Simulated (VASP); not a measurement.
An input for VASP 6.6.1 (MgO):

Contents of run.py:

```python
from ase.calculators.vasp import Vasp
from ase.filters import FrechetCellFilter
from ase.io import read
from ase.optimize import LBFGS

atoms = read('MgO.cif')
atoms.set_initial_magnetic_moments([0.5, 0.0])
calc = Vasp(
    directory='calc',
    xc='lda',
    pp='LDA',
    setups='recommended',
    prec='Accurate',
    encut=600,
    ediff=1e-06,
    ismear=-1,
    sigma=0.1,
    lreal=False,
    lasph=True,
    nelm=80,
    algo='Normal',
    isif=2,
    lwave=False,
    lcharg=False,
    ispin=2,
    lorbit=11,
    ivdw=13,
    kpts=[11, 11, 11],
    gamma=True,
)
atoms.calc = calc
opt = LBFGS(FrechetCellFilter(atoms), trajectory='relax.traj')
converged = opt.run(fmax=0.01, steps=40)
print('converged:', converged)

print('energy (eV):', atoms.get_potential_energy())
print('free energy (eV):', atoms.get_potential_energy(force_consistent=True))
print('forces (eV/A):')
print(atoms.get_forces())
print('stress (eV/A^3, Voigt):', atoms.get_stress())
print('Fermi level (eV):', calc.get_fermi_level())
print('moment (muB):', atoms.get_magnetic_moment())
print('site moments (muB):', atoms.get_magnetic_moments())
print('cell (A, degrees):', atoms.cell.cellpar())
print('volume (A^3):', atoms.get_volume())
print('scaled positions:')
print(atoms.get_scaled_positions())
```

Contents of MgO.cif:

```cif
data_MgO
_cell_length_a 2.96560781
_cell_length_b 2.96560781
_cell_length_c 2.96560781
_cell_angle_alpha 60.00000000
_cell_angle_beta 60.00000000
_cell_angle_gamma 60.00000000
_space_group_name_H-M_alt 'P1'
_space_group_name_Hall 'P 1'
_space_group_IT_number 1
loop_
_space_group_symop_operation_xyz
'x,y,z'
loop_
_atom_site_label
_atom_site_type_symbol
_atom_site_symmetry_multiplicity
_atom_site_Wyckoff_symbol
_atom_site_fract_x
_atom_site_fract_y
_atom_site_fract_z
_atom_site_occupancy
Mg1 Mg 1 a 0.0000000000 0.0000000000 0.0000000000 1
O1 O 1 a 0.5000000000 0.5000000000 0.5000000000 1
```

Potentials or basis: VASP PAW LDA potentials, release 64 (Mg, O).

Run with:

```console
$ python run.py
```

What does the program do with it?

The run stopped without a result. It printed:

Output:

```text
Traceback (most recent call last):
  ...
ase.calculators.calculator.CalculationFailed: vasp in <dir> returned an error: 1 stderr is in vasp.out
```

OUTCAR:

```text
ENCUT = 600.000000
   EDIFF = 1.00e-06
   PREC = Accurate
   ISIF = 2
   ISMEAR = -1
   ISPIN = 2
   LORBIT = 11
   NELM = 80
   IVDW = 13
   LASPH = .TRUE.
   LREAL = .FALSE.
```

Among its messages:

```text
The xc functional is not supported. VDW_S6, VDW_S8, VDW_A1 and VDW_A2 have to be defined in INCAR. ---->  I REFUSE TO CONTINUE WITH THIS SICK JOB ... BYE!!! <----
```
